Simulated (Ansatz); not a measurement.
Mo:

```
Mo
1.0
    -1.58381    1.58381    1.58381
     1.58381   -1.58381    1.58381
     1.58381    1.58381   -1.58381
Mo
1
Direct
  0.00000 0.00000 0.00000
```

Program: Ansatz 0.2.0. Alike in all runs: potentials or basis Ansatz PAW; no spin polarisation; cell as given.

Order these runs on this cell by their band gap on the k mesh, lowest first.
A. level PBE; k mesh 12 × 12 × 12; cutoff (eV) 420; smearing gaussian 0.026 eV; mesh quality not flagged
B. level r2SCAN50; k mesh 8 × 8 × 8; cutoff (eV) 500; smearing cold 0.05 eV; mesh quality not flagged
C. level HF; k mesh 6 × 6 × 6; cutoff (eV) 420; smearing fermi-dirac 0.05 eV; mesh quality coarse

A (metal), B (2.19 eV), C (3.57 eV).

Caveats: some runs use coarse meshes.

A k mesh can miss the band edges.

Not every run made on this cell is shown here.
